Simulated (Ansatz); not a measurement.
CuO:

```
CELL_PARAMETERS angstrom
2.83633 0.00000 0.00000
-1.41816 2.45633 0.00000
0.00000 0.00000 2.76811
ATOMIC_POSITIONS crystal
Cu 0.00000 0.00000 0.00000
O 0.66667 0.33333 0.50000
```

Measurements of this composition are mostly on another form, of space group No. 15.

```yaml
Program: Ansatz 0.2.0
Task: relaxation of cell and atoms
Functional: PBEsol
Potentials_or_basis: Ansatz PAW
Cutoff: "420 eV (not typed: the program's choice for these potentials)"
k_mesh: 11 × 11 × 10
Occupations: fermi-dirac, width 0.05 eV
Spin: no spin polarisation
Hubbard_terms: Cu d U = 5.3 eV
```

At the start: volume 9.64 Å³/atom.

**Question.** Where does the relaxation end?

**Answer.** It ends after 9 steps and the volume is 9.39 Å³/atom (-2.7 %); space group P-6m2 (No. 187, to 0.05 Å).

The path:
| step | energy change (eV) | largest force (eV/Å) | volume (Å³) |
| --- | --- | --- | --- |
| 1 | 0.0000 | 0.0000 | 19.29 |
| 2 | -0.0249 | 0.0000 | 19.07 |
| 3 | -0.0332 | 0.0000 | 18.72 |
| 4 | -0.0330 | 0.0000 | 18.78 |
| 5 | -0.0330 | 0.0000 | 18.78 |
| 6 | -0.0312 | 0.0000 | 18.78 |
| 7 | -0.0313 | 0.0000 | 18.78 |
| 8 | -0.0313 | 0.0000 | 18.77 |
| 9 | -0.0313 | 0.0000 | 18.77 |

Final structure:
```xyz
2
Lattice="2.8596 0.0000 0.0000 -1.4298 2.4764 0.0000 0.0000 0.0000 2.6511" Properties=species:S:1:pos:R:3 pbc="T T T"
Cu    0.0000    0.0000    0.0000
O     1.4298    0.8255    1.3256
```

Caveat: the plane-wave basis is chosen anew once the cell has moved, so the energies of steps on either side of that aren't comparable; the pressure holds a Pulay correction of +0.8 GPa for the finite cutoff; an odd number of electrons without spin polarisation forces a metal; a magnetic or distorted state may lie lower; the run has no spin polarisation, though such a crystal can be magnetic; U without spin polarisation on a metal has little footing; the PAW data sets come from PBE, with cores solved anew for the run's functional, which leaves a small shift of forces and pressure.
